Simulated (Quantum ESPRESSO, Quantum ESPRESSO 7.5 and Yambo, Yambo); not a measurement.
# Quasiparticle gap of GaN (P6_3mc) in Yambo

Wanted: ground state, empty states, screening and self-energy for GaN (P6_3mc).

Main program and level: Quantum ESPRESSO 7.5 and Yambo 5.3.0; PBE and many-body steps on it, plane waves.

The database entry behind the starting cell has ideal inner coordinates that were not refined, so it need not match the best structure at ambient conditions.

### Step 1. The structure

Symmetry: P6_3mc, No. 186, hexagonal system. The conventional cell has a = 3.190 Å, b = 3.190 Å, c = 5.189 Å, α = 90.00°, β = 90.00°, γ = 120.00°. Ga has 4 N at 1.95 Å nearest. Nearest to N lie 4 Ga at 1.95 Å. Farther neighbours and most contacts between anions are not listed.

The cell and positions come from the Crystallography Open Database and are kept as given unless a step says otherwise.

### Step 2. Ground state

This step: Quantum ESPRESSO 7.5; DFT, PBE, plane waves, norm-conserving pseudopotentials.

The ground-state density comes first.

The input, pw.in:

```
&control
  calculation = 'scf'
  prefix = 'x'
  outdir = 'o'
  pseudo_dir = 'pseudo'
/
&system
  ibrav = 0
  nat = 4
  ntyp = 2
  ecutwfc = 104.0
  nbnd = 32
  force_symmorphic = .true.
/
&electrons
  conv_thr = 1e-10
  electron_maxstep = 80
  mixing_beta = 0.5
/
ATOMIC_SPECIES
  Ga 69.723 Ga.upf
  N 14.007 N.upf
CELL_PARAMETERS angstrom
  3.1900000000 -0.0000000000 0.0000000000
  -1.5950000000 2.7626210381 0.0000000000
  0.0000000000 0.0000000000 5.1890000000
ATOMIC_POSITIONS crystal
  Ga 0.6666666667 0.3333333333 0.0000000000
  Ga 0.3333333333 0.6666666667 0.5000000000
  N 0.6666666667 0.3333333333 0.3750000000
  N 0.3333333333 0.6666666667 0.8750000000
K_POINTS automatic
  6 6 4 0 0 0
```

Launch:

```sh
$ OMP_NUM_THREADS=1 mpirun -n 8 pw.x -nk 8 -in pw.in > pw.out
```

Log:

```text
Program PWSCF v.7.5 starts

     This program is part of the open-source Quantum ESPRESSO suite
     for quantum simulation of materials; please cite
         "P. Giannozzi et al., J. Phys.:Condens. Matter 21 395502 (2009);
         "P. Giannozzi et al., J. Phys.:Condens. Matter 29 465901 (2017);
         "P. Giannozzi et al., J. Chem. Phys. 152 154105 (2020);
     in publications or presentations arising from this work. More details at
     Message from routine setup:
     using ibrav=0 with symmetry is DISCOURAGED, use correct ibrav instead

     G-vector sticks info

     bravais-lattice index     =            0
     lattice parameter (alat)  =       6.0282  a.u.
     unit-cell volume          =     308.5974 (a.u.)^3
     number of atoms/cell      =            4
     number of atomic types    =            2
     number of electrons       =        52.00
     number of Kohn-Sham states=           32
     kinetic-energy cutoff     =     104.0000  Ry
     charge density cutoff     =     416.0000  Ry
     scf convergence threshold =      1.0E-10
     mixing beta               =       0.5000
     number of iterations used =            8  plain     mixing
     Exchange-correlation= PBE
                           (   1   4   3   4   0   0   0)

     celldm(1)=   6.028226  celldm(2)=   0.000000  celldm(3)=   0.000000
     celldm(4)=   0.000000  celldm(5)=   0.000000  celldm(6)=   0.000000

     crystal axes: (cart. coord. in units of alat)
               a(1) = (   1.000000  -0.000000   0.000000 )
               a(2) = (  -0.500000   0.866025   0.000000 )
               a(3) = (   0.000000   0.000000   1.626646 )

     reciprocal axes: (cart. coord. in units 2 pi/alat)
               b(1) = (  1.000000  0.577350 -0.000000 )
               b(2) = (  0.000000  1.154701 -0.000000 )
               b(3) = ( -0.000000 -0.000000  0.614762 )
     Pseudo is Norm-conserving + core correction, Zval = 21.0
     Generated using ONCVPSP code by D. R. Hamann
     Using radial grid of 1902 points,  6 beta functions with:
     Pseudo is Norm-conserving + core correction, Zval =  5.0
     Generated using ONCVPSP code by D. R. Hamann
     Using radial grid of 1058 points,  4 beta functions with:
     Ga               21.00    69.72300     Ga( 1.00)
     N                 5.00    14.00700     N ( 1.00)

      6 Sym. Ops. (no inversion) found

   Cartesian axes

     site n.     atom                  positions (alat units)
         1        Ga     tau(   1) = (   0.5000000   0.2886751   0.0000000  )
         2        Ga     tau(   2) = (  -0.0000000   0.5773503   0.8133229  )
         3        N      tau(   3) = (   0.5000000   0.2886751   0.6099922  )
         4        N      tau(   4) = (  -0.0000000   0.5773503   1.4233150  )

     number of k points=    24
                       cart. coord. in units 2pi/alat
        k(    1) = (   0.0000000   0.0000000   0.0000000), wk =   0.0138889
        k(    2) = (   0.0000000   0.0000000   0.1536905), wk =   0.0277778
        k(    3) = (   0.0000000   0.0000000  -0.3073810), wk =   0.0138889
        k(    4) = (   0.0000000   0.1924501   0.0000000), wk =   0.0833333
        k(    5) = (   0.0000000   0.1924501   0.1536905), wk =   0.0833333
        k(    6) = (   0.0000000   0.1924501  -0.3073810), wk =   0.0833333
        k(    7) = (   0.0000000   0.3849002   0.0000000), wk =   0.0833333
        k(    8) = (   0.0000000   0.3849002   0.1536905), wk =   0.0833333
        k(    9) = (   0.0000000   0.3849002  -0.3073810), wk =   0.0833333
        k(   10) = (   0.0000000  -0.5773503   0.0000000), wk =   0.0416667
     [... 12 further rows ...]
        k(   23) = (   0.0000000  -0.3849002   0.1536905), wk =   0.0833333
        k(   24) = (  -0.1666667  -0.4811252   0.1536905), wk =   0.1666667

     Dense  grid:    44217 G-vectors     FFT dimensions: (  40,  40,  64)

     Initial potential from superposition of free atoms

     starting charge      51.9946, renormalised to      52.0000
     Starting wfcs are   34 randomized atomic wfcs

     per-process dynamical memory:    37.0 Mb

     Self-consistent Calculation

     iteration #  1     ecut=   104.00 Ry     beta= 0.50

     total energy              =   -1034.59602378 Ry
     estimated scf accuracy    <       1.05260069 Ry

     iteration #  2     ecut=   104.00 Ry     beta= 0.50

     total energy              =   -1034.91150413 Ry
     estimated scf accuracy    <       0.20718016 Ry

     iteration #  3     ecut=   104.00 Ry     beta= 0.50

     total energy              =   -1034.94429601 Ry
     estimated scf accuracy    <       0.00711017 Ry

     iteration #  4     ecut=   104.00 Ry     beta= 0.50

     total energy              =   -1034.94464507 Ry
     estimated scf accuracy    <       0.00165070 Ry

     iteration #  5     ecut=   104.00 Ry     beta= 0.50

     total energy              =   -1034.94502065 Ry
     estimated scf accuracy    <       0.00004801 Ry

     iteration #  6     ecut=   104.00 Ry     beta= 0.50

     total energy              =   -1034.94503005 Ry
     estimated scf accuracy    <       0.00004150 Ry

     iteration #  7     ecut=   104.00 Ry     beta= 0.50

     total energy              =   -1034.94503252 Ry
     estimated scf accuracy    <       0.00000250 Ry

     iteration #  8     ecut=   104.00 Ry     beta= 0.50

     total energy              =   -1034.94503334 Ry
     estimated scf accuracy    <       0.00000065 Ry

     iteration #  9     ecut=   104.00 Ry     beta= 0.50

     total energy              =   -1034.94503342 Ry
     estimated scf accuracy    <          7.5E-09 Ry

     iteration # 10     ecut=   104.00 Ry     beta= 0.50

     total energy              =   -1034.94503343 Ry
     estimated scf accuracy    <          6.0E-09 Ry

     iteration # 11     ecut=   104.00 Ry     beta= 0.50

     total energy              =   -1034.94503343 Ry
     estimated scf accuracy    <          1.5E-10 Ry

     iteration # 12     ecut=   104.00 Ry     beta= 0.50

     End of self-consistent calculation

          k = 0.0000 0.0000 0.0000 (  5539 PWs)   bands (ev):

  -130.4341-130.4341 -81.1737 -81.1736 -81.1736 -81.1732 -81.1732 -81.1723
    -4.2776  -3.3961  -1.8541  -1.8342  -1.8342  -1.7735  -1.7735  -1.5930
    -1.5930  -1.4946  -1.4946  -0.2114   4.6120  10.6332  10.6332  11.6093
    11.6730  11.6730  13.5979  15.9505  20.8585  21.5952  21.5952  22.4793

          k = 0.0000 0.0000 0.1537 (  5504 PWs)   bands (ev):

  -130.4341-130.4341 -81.1735 -81.1734 -81.1734 -81.1732 -81.1732 -81.1725
    -4.1036  -3.4634  -1.8304  -1.8304  -1.7951  -1.7872  -1.7872  -1.5736
    -1.5736  -1.5044  -1.5044  -0.7638   5.6598  10.1213  10.7790  10.7790
    11.5143  11.5143  14.7868  16.0535  20.4774  21.2722  21.6816  21.6816

          k = 0.0000 0.0000-0.3074 (  5492 PWs)   bands (ev):

  -130.4341-130.4341 -81.1733 -81.1733 -81.1733 -81.1733 -81.1729 -81.1729
    -3.7255  -3.7255  -1.8137  -1.8137  -1.8137  -1.8137  -1.5344  -1.5344
    -1.5344  -1.5344  -1.4913  -1.4913   7.8213   7.8213  11.1400  11.1400
    11.1400  11.1400  15.9271  15.9271  20.1778  20.1778  22.1115  22.1115

          k = 0.0000 0.1925 0.0000 (  5515 PWs)   bands (ev):

     [... further k-points ...]

     highest occupied, lowest unoccupied level (ev):    11.6730   13.5979

!    total energy              =   -1034.94503343 Ry
     estimated scf accuracy    <          3.4E-11 Ry

     The total energy is the sum of the following terms:
     one-electron contribution =    -780.10600152 Ry
     hartree contribution      =     402.10082381 Ry
     xc contribution           =    -115.91287663 Ry
     ewald contribution        =    -541.02697908 Ry

     convergence has been achieved in  12 iterations

     XML data file, charge density, pseudopotentials, collected wavefunctions

=------------------------------------------------------------------------------=
   JOB DONE.
=------------------------------------------------------------------------------=
```

It took 9.6 s on 8 MPI ranks of Arm Neoverse V2, shared host; peak memory 0.66 GiB.

Numbers from this step:

- total energy: -14081.1445 eV
- gap: 1.925 eV
- k of the valence top: 0, 0, 0
- k of the conduction bottom: 0, 0, 0
- least direct gap: 1.925 eV

The gap is direct, at Γ.

### Step 3. Bands along the symmetry lines

Levels along a band path, at the cheap level, show where the edges lie and whether the meshes to come will hold them.

The input, pw.in:

```
&control
  calculation = 'bands'
  prefix = 'x'
  outdir = 'o'
  pseudo_dir = 'pseudo'
/
&system
  ibrav = 0
  nat = 4
  ntyp = 2
  ecutwfc = 104.0
  nbnd = 32
  force_symmorphic = .true.
/
&electrons
  conv_thr = 1e-9
  electron_maxstep = 80
  diago_full_acc = .true.
  diago_thr_init = 5e-6
/
ATOMIC_SPECIES
  Ga 69.723 Ga.upf
  N 14.007 N.upf
CELL_PARAMETERS angstrom
  3.1900000000 -0.0000000000 0.0000000000
  -1.5950000000 2.7626210381 0.0000000000
  0.0000000000 0.0000000000 5.1890000000
ATOMIC_POSITIONS crystal
  Ga 0.6666666667 0.3333333333 0.0000000000
  Ga 0.3333333333 0.6666666667 0.5000000000
  N 0.6666666667 0.3333333333 0.3750000000
  N 0.3333333333 0.6666666667 0.8750000000
K_POINTS crystal
  75
  0.00000000 0.00000000 0.00000000 1
  0.06250000 0.00000000 0.00000000 1
  0.12500000 0.00000000 0.00000000 1
  0.18750000 0.00000000 0.00000000 1
  0.25000000 0.00000000 0.00000000 1
  0.31250000 0.00000000 0.00000000 1
  0.37500000 0.00000000 0.00000000 1
  0.43750000 0.00000000 0.00000000 1
  0.50000000 0.00000000 0.00000000 1
  0.47916667 0.04166667 0.00000000 1
  0.45833333 0.08333333 0.00000000 1
  0.43750000 0.12500000 0.00000000 1
  0.41666666 0.16666666 0.00000000 1
  0.39583333 0.20833333 0.00000000 1
  0.37500000 0.25000000 0.00000000 1
  0.35416666 0.29166666 0.00000000 1
  0.33333333 0.33333333 0.00000000 1
  0.29166666 0.29166666 0.00000000 1
  0.25000000 0.25000000 0.00000000 1
  0.20833333 0.20833333 0.00000000 1
  0.16666666 0.16666666 0.00000000 1
  0.12500000 0.12500000 0.00000000 1
  0.08333333 0.08333333 0.00000000 1
  0.04166667 0.04166667 0.00000000 1
  0.00000000 0.00000000 0.00000000 1
  0.00000000 0.00000000 0.06250000 1
  0.00000000 0.00000000 0.12500000 1
  0.00000000 0.00000000 0.18750000 1
  0.00000000 0.00000000 0.25000000 1
  0.00000000 0.00000000 0.31250000 1
  0.00000000 0.00000000 0.37500000 1
  0.00000000 0.00000000 0.43750000 1
  0.00000000 0.00000000 0.50000000 1
  0.06250000 0.00000000 0.50000000 1
  0.12500000 0.00000000 0.50000000 1
  0.18750000 0.00000000 0.50000000 1
  0.25000000 0.00000000 0.50000000 1
  0.31250000 0.00000000 0.50000000 1
  0.37500000 0.00000000 0.50000000 1
  0.43750000 0.00000000 0.50000000 1
  0.50000000 0.00000000 0.50000000 1
  0.47916667 0.04166667 0.50000000 1
  0.45833333 0.08333333 0.50000000 1
  0.43750000 0.12500000 0.50000000 1
  0.41666666 0.16666666 0.50000000 1
  0.39583333 0.20833333 0.50000000 1
  0.37500000 0.25000000 0.50000000 1
  0.35416666 0.29166666 0.50000000 1
  0.33333333 0.33333333 0.50000000 1
  0.29166666 0.29166666 0.50000000 1
  0.25000000 0.25000000 0.50000000 1
  0.20833333 0.20833333 0.50000000 1
  0.16666666 0.16666666 0.50000000 1
  0.12500000 0.12500000 0.50000000 1
  0.08333333 0.08333333 0.50000000 1
  0.04166667 0.04166667 0.50000000 1
  0.00000000 0.00000000 0.50000000 1
  0.50000000 0.00000000 0.50000000 1
  0.50000000 0.00000000 0.43750000 1
  0.50000000 0.00000000 0.37500000 1
  0.50000000 0.00000000 0.31250000 1
  0.50000000 0.00000000 0.25000000 1
  0.50000000 0.00000000 0.18750000 1
  0.50000000 0.00000000 0.12500000 1
  0.50000000 0.00000000 0.06250000 1
  0.50000000 0.00000000 0.00000000 1
  0.33333333 0.33333333 0.50000000 1
  0.33333333 0.33333333 0.43750000 1
  0.33333333 0.33333333 0.37500000 1
  0.33333333 0.33333333 0.31250000 1
  0.33333333 0.33333333 0.25000000 1
  0.33333333 0.33333333 0.18750000 1
  0.33333333 0.33333333 0.12500000 1
  0.33333333 0.33333333 0.06250000 1
  0.33333333 0.33333333 0.00000000 1
```

Log:

```text
[banner, memory and clock lines left out]
Program PWSCF v.7.5 starts

     Atomic positions and unit cell read from directory:
     o/x.save/

     Message from routine setup:
     using ibrav=0 with symmetry is DISCOURAGED, use correct ibrav instead

     G-vector sticks info

     bravais-lattice index     =            0
     lattice parameter (alat)  =       6.0282  a.u.
     unit-cell volume          =     308.5974 (a.u.)^3
     number of atoms/cell      =            4
     number of atomic types    =            2
     number of electrons       =        52.00
     number of Kohn-Sham states=           32
     kinetic-energy cutoff     =     104.0000  Ry
     charge density cutoff     =     416.0000  Ry
     Exchange-correlation= PBE
                           (   1   4   3   4   0   0   0)

     celldm(1)=   6.028226  celldm(2)=   0.000000  celldm(3)=   0.000000
     celldm(4)=   0.000000  celldm(5)=   0.000000  celldm(6)=   0.000000

     crystal axes: (cart. coord. in units of alat)
               a(1) = (   1.000000  -0.000000   0.000000 )
               a(2) = (  -0.500000   0.866025   0.000000 )
               a(3) = (   0.000000   0.000000   1.626646 )

     reciprocal axes: (cart. coord. in units 2 pi/alat)
               b(1) = (  1.000000  0.577350 -0.000000 )
               b(2) = (  0.000000  1.154701 -0.000000 )
               b(3) = ( -0.000000 -0.000000  0.614762 )
     Pseudo is Norm-conserving + core correction, Zval = 21.0
     Generated using ONCVPSP code by D. R. Hamann
     Using radial grid of 1902 points,  6 beta functions with:
     Pseudo is Norm-conserving + core correction, Zval =  5.0
     Generated using ONCVPSP code by D. R. Hamann
     Using radial grid of 1058 points,  4 beta functions with:
     Ga               21.00    69.72300     Ga( 1.00)
     N                 5.00    14.00700     N ( 1.00)

      6 Sym. Ops. (no inversion) found

   Cartesian axes

     site n.     atom                  positions (alat units)
         1        Ga     tau(   1) = (   0.5000000   0.2886751   0.0000000  )
         2        Ga     tau(   2) = (  -0.0000000   0.5773503   0.8133229  )
         3        N      tau(   3) = (   0.5000000   0.2886751   0.6099922  )
         4        N      tau(   4) = (  -0.0000000   0.5773503   1.4233150  )

     number of k points=    75
                       cart. coord. in units 2pi/alat
        k(    1) = (   0.0000000   0.0000000   0.0000000), wk =   0.0266667
        k(    2) = (   0.0625000   0.0360844   0.0000000), wk =   0.0266667
        k(    3) = (   0.1250000   0.0721688   0.0000000), wk =   0.0266667
[...]
[... 63 further rows ...]
        k(   74) = (   0.3333333   0.5773503   0.0384226), wk =   0.0266667
        k(   75) = (   0.3333333   0.5773503   0.0000000), wk =   0.0266667

     Dense  grid:    44217 G-vectors     FFT dimensions: (  40,  40,  64)

     The potential is recalculated from file :
     o/x.save/charge-density

     Starting wfcs are   34 randomized atomic wfcs

     Band Structure Calculation

     End of band structure calculation

          k = 0.0000 0.0000 0.0000 (  5539 PWs)   bands (ev):

  -130.4341-130.4340 -81.1736 -81.1735 -81.1735 -81.1731 -81.1731 -81.1723
    -4.2776  -3.3961  -1.8541  -1.8341  -1.8341  -1.7734  -1.7734  -1.5929
    -1.5929  -1.4946  -1.4946  -0.2113   4.6120  10.6332  10.6332  11.6093
    11.6730  11.6730  13.5979  15.9505  20.8585  21.5953  21.5953  22.4793

          k = 0.0625 0.0361 0.0000 (  5517 PWs)   bands (ev):

  -130.4341-130.4340 -81.1735 -81.1735 -81.1734 -81.1731 -81.1731 -81.1723
[...]
k = 0.1250 0.0722 0.0000 (  5513 PWs)   bands (ev):

  -130.4341-130.4340 -81.1735 -81.1735 -81.1734 -81.1733 -81.1732 -81.1723
[...]
k = 0.3333 0.5774 0.0384 (  5514 PWs)   bands (ev):

  -130.4340-130.4340 -81.1740 -81.1740 -81.1740 -81.1738 -81.1728 -81.1728
[...]
k = 0.3333 0.5774 0.0000 (  5496 PWs)   bands (ev):

  -130.4340-130.4340 -81.1740 -81.1740 -81.1740 -81.1737 -81.1727 -81.1727
[...]
-1.5591  -1.5138   0.2132   0.2132   6.3601   6.3601   6.4195   8.6799
     8.6799   8.9935  16.8275  19.4708  19.4708  20.0732  21.5421  21.5421

     XML data file, pseudopotentials, collected wavefunctions
```

It took 6.3 s on 8 MPI ranks; peak memory 0.56 GiB.

This step gave:

* gap: 1.925 eV
* k of the valence top: 0, 0, 0
* k of the conduction bottom: 0, 0, 0
* least direct gap: 1.925 eV

The gap is 1.925 eV, as in the run before at this level.

The electronic bands at the labelled points (eV, zero at the top of the highest filled band):

| point | band 23 | band 24 | band 25 | band 26 | band 27 | band 28 | band 29 | band 30 |
| --- | --- | --- | --- | --- | --- | --- | --- | --- |
| Γ | -1.04 | -0.06 | 0.00 | 0.00 | 1.93 | 4.28 | 9.19 | 9.92 |
| halfway | -2.85 | -1.98 | -0.73 | -0.48 | 4.29 | 5.95 | 7.38 | 8.53 |
| M | -4.21 | -2.73 | -2.22 | -0.97 | 5.08 | 5.57 | 6.06 | 8.59 |
| halfway | -4.22 | -3.52 | -2.38 | -1.86 | 5.61 | 6.61 | 6.64 | 8.43 |
| K | -5.25 | -2.99 | -2.99 | -2.68 | 5.15 | 7.80 | 7.80 | 8.40 |
| halfway | -3.66 | -2.39 | -1.00 | -0.92 | 4.93 | 6.87 | 7.29 | 7.67 |
| Γ | -1.04 | -0.06 | 0.00 | 0.00 | 1.93 | 4.28 | 9.19 | 9.92 |
| halfway | -0.89 | -0.89 | -0.16 | -0.16 | 3.11 | 4.38 | 8.80 | 9.60 |
| A | -0.53 | -0.53 | -0.53 | -0.53 | 4.25 | 4.25 | 8.50 | 8.50 |
| halfway | -2.07 | -2.07 | -1.28 | -1.28 | 5.24 | 5.24 | 7.66 | 7.66 |
| L | -1.93 | -1.93 | -1.90 | -1.90 | 4.42 | 4.42 | 7.80 | 7.80 |
| halfway | -3.18 | -3.18 | -1.60 | -1.60 | 5.37 | 5.37 | 8.12 | 8.12 |
| H | -4.16 | -4.16 | -1.49 | -1.49 | 6.45 | 6.45 | 7.31 | 7.31 |
| halfway | -2.11 | -2.11 | -1.80 | -1.80 | 5.67 | 5.67 | 7.67 | 7.67 |
| A | -0.53 | -0.53 | -0.53 | -0.53 | 4.25 | 4.25 | 8.50 | 8.50 |
| jump to L | -1.93 | -1.93 | -1.90 | -1.90 | 4.42 | 4.42 | 7.80 | 7.80 |
| halfway | -3.30 | -2.51 | -1.70 | -1.27 | 4.32 | 5.11 | 7.56 | 7.85 |
| M | -4.21 | -2.73 | -2.22 | -0.97 | 5.08 | 5.57 | 6.06 | 8.59 |
| jump to H | -4.16 | -4.16 | -1.49 | -1.49 | 6.45 | 6.45 | 7.31 | 7.31 |
| halfway | -4.96 | -3.18 | -2.20 | -2.20 | 5.90 | 7.20 | 7.20 | 8.18 |
| K | -5.25 | -2.99 | -2.99 | -2.68 | 5.15 | 7.80 | 7.80 | 8.40 |

[end of part 1 of 3]

[Paths, hosts, dates, memory and timing lines, banners, echoed tables and standing remarks are left out of the program output.]

[Logs are printed without paths, hosts, clocks, repeated set-up lines and the standing remarks that a program may print on its own settings, such as how far it seeks lower states.]

[Runs of the session that timed out or met a known fault of the program may be left out.]

[Hosts, paths, dates, database ids (printed as entryN), source tags and the programs' standing remarks are cut or masked in the printed files.]
